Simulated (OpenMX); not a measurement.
CdSe under changes of volume

One of the cells (28.942 Å³/atom); the others are scaled copies at fixed shape and fractional positions:

```
CELL_PARAMETERS angstrom
0.00000 3.07027 3.07027
3.07027 0.00000 3.07027
3.07027 3.07027 0.00000
ATOMIC_POSITIONS crystal
Cd 0.00000 0.00000 0.00000
Se 0.25000 0.25000 0.25000
```

Measurements of this composition are mostly on another form, of space group No. 186.

- Program: OpenMX 3.8.5
- Functional: PBE
- Potentials or basis: OpenMX 2013 PBE set, Cd7.0-s3p2d1, Se7.0-s3p2d1, fixed grid of 48 × 48 × 48 points
- k mesh: 9 × 9 × 9
- Occupations: fermi-dirac, width 0.05 eV
- Spin: no spin polarisation

```tsv
volume (Å³/atom)	energy over the lowest point (meV/atom)	gap on the mesh (eV)
27.206	49.98	0.85
27.784	31.04	0.77
28.363	16.97	0.70
28.942	7.55	0.63
29.521	?	?
30.100	0.00	0.51
30.679	1.20	0.46
```

**Question.** What does the run at 29.521 Å³/atom give?

**Answer.** Energy over the lowest point 2.06 meV/atom; gap on the mesh 0.57 eV.

Worked out: A Birch-Murnaghan fit of order 3 (a polynomial in V^(-2/3)) to the other rows has its minimum at 30.16 Å³/atom with B0 = V·E''(V) = 45 GPa and B' = 5.0. It gives 1.99 meV/atom at 29.521 Å³/atom, against the run's 2.06. A straight line through the other rows of the gap, of slope -3.24 eV per unit of ln V (its deformation potential), gives 0.58 eV, against the run's 0.57.

Energies are extrapolated to zero smearing.

Caveats: the basis of atomic orbitals isn't converged, which shifts pressures, moduli and gaps.

Spin-orbit coupling on Cd, Se is left out.
